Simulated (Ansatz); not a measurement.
A run of Ansatz 0.2.0:

The input input.yaml:

```yaml
crystal:
  lattice:
    - [1.4122699173, 0.8153744169, 5.9393891094]
    - [-1.4122699173, 0.8153744169, 5.9393891094]
    - [0.0, -1.6307488338, 5.9393891094]
  atoms:
    - { symbol: Pt, position: [0.0, 0.0, 0.0] }
    - { symbol: Co, position: [0.5, 0.5, 0.5], spin: 2.0 }
    - { symbol: O, position: [0.11224403, 0.11224403, 0.11224403] }
    - { symbol: O, position: [0.88775597, 0.88775597, 0.88775597] }
kpoints:
  mp_grid: { grid: [11, 11, 11] }
scf:
  occupations: { method: fermi_dirac, width: 0.05 }
hamiltonian:
  xc: pbe
  pseudopotentials: { kind: all_electron, lapw: { basis_error: 0.001 } }
magnetization:
  spin_polarized: true
output:
  forces: true
  stress: true
  eigenvalues: true
  populations: true
```

Potentials or basis: all-electron LAPW, scalar-relativistic.

Launch:

```sh
$ ansatz run input.yaml --threads 4 --pin off --max-ram 12288MiB --backend cpu --events-out ev --progress --plain --runs-dir out
```

Hardware: 4 threads of Arm Neoverse V2 (shared host).

Q: Estimate the wall time of this run.

A: Run time: 100 s on 4 threads of Arm Neoverse V2, on a shared host, peak memory 2.1 GiB. Counts: scf iterations 17, plane waves 903, k points 146, bands 50.
